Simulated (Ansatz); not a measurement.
Relaxed sheet of Bi₂Se₃:

```yaml
crystal:
  lattice:
    - [4.12434, 0.00000, 0.00000]
    - [-2.06217, 3.57179, 0.00000]
    - [0.00000, 0.00000, 39.98244]
  periodic: [true, true, false]
  atoms:
    - { symbol: Se, position: [0.00000, 0.00000, 0.41202] }
    - { symbol: Bi, position: [0.33333, 0.66667, 0.45153] }
    - { symbol: Se, position: [0.66667, 0.33333, 0.50000] }
    - { symbol: Bi, position: [0.00000, 0.00000, 0.54847] }
    - { symbol: Se, position: [0.33333, 0.66667, 0.58798] }
```

Method: DFT PBE+D3(BJ), scalar-relativistic, plane waves, PAW in Ansatz. Plane waves to 420 eV, a k mesh through Γ of 12×12×1 on the computed 5-atom cell and Gaussian smearing (0.02 eV); no spin polarisation. The sheet is isolated along c (Coulomb cut-off).

Atoms relax at each strain; stress is positive in compression. Unstrained: gap 0.94 eV, thickness 7.035 Å.

Under biaxial strain:

```tsv
strain (%)	ΔE (meV/cell)	σxx (N/m)	σyy (N/m)	gap	thickness (Å)
-4	133.1	3.92	3.92	1.21 eV	7.333
-2	?	?	?	?	?
+2	30.3	-1.58	-1.58	0.76 eV	6.884
+4	116.4	-2.93	-2.93	0.59 eV	6.733
+7	336.8	-4.55	-4.55	0.37 eV	6.494
```

Q: Fill in the missing row.

A: ΔE (meV/cell): 32.0, σxx (N/m): 1.81, σyy (N/m): 1.81, gap: 1.10 eV, thickness (Å): 7.185.

Spin-orbit coupling is left out, which matters for the bands of heavy elements. Gaps are read on the k points sampled, so a band crossing between them can be missed.